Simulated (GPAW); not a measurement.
A run of GPAW 26.7.0:

File run.py:

```python
from ase import Atoms
from ase.filters import FrechetCellFilter
from ase.io import write
from ase.optimize import BFGS
from gpaw import GPAW, PW

atoms = Atoms(['Co', 'O'],
              cell=[[2.8284514434, 0.0, 0.0],
                    [-1.4142257217, 2.4495108034, 0.0],
                    [0.0, 0.0, 2.72172]],
              scaled_positions=[[0.0, 0.0, 0.5],
                                [0.6666666667, 0.3333333333, 0.0]],
              pbc=True)
atoms.set_initial_magnetic_moments([2.0, 0.0])

calc = GPAW(mode=PW(800),
            xc='PBE',
            kpts={'size': (8, 8, 7), 'gamma': True},
            occupations={'name': 'fermi-dirac', 'width': 0.05},
            nbands=17,
            convergence={'density': 1e-05, 'forces': 0.0001},
            maxiter=150,
            txt='gpaw.txt')
atoms.calc = calc
opt = BFGS(FrechetCellFilter(atoms), trajectory='relax.traj', logfile='-')
done = opt.run(fmax=0.02, steps=60)
calc.write('gs.gpw')
write('result.traj', atoms)
print('Converged:', done)
print('Cell:', atoms.cell.cellpar().round(4))
print('Volume:', round(atoms.get_volume(), 4))
print(atoms.get_scaled_positions().round(5))
```

Potentials or basis: GPAW PAW data sets (gpaw-data 1.2.1), pw.

Command:

```sh
$ OMP_NUM_THREADS=1 python run.py
```

Hardware: 1 thread of Arm Neoverse V2, on a shared host.

Task: How long does it take, and how much memory?

Result: It took 61 s on 1 thread of Arm Neoverse V2, with other jobs on the host, peak memory 0.22 GiB. Counts: scf iterations 34, plane waves 985, bands 17, k points 40, ion steps 3.
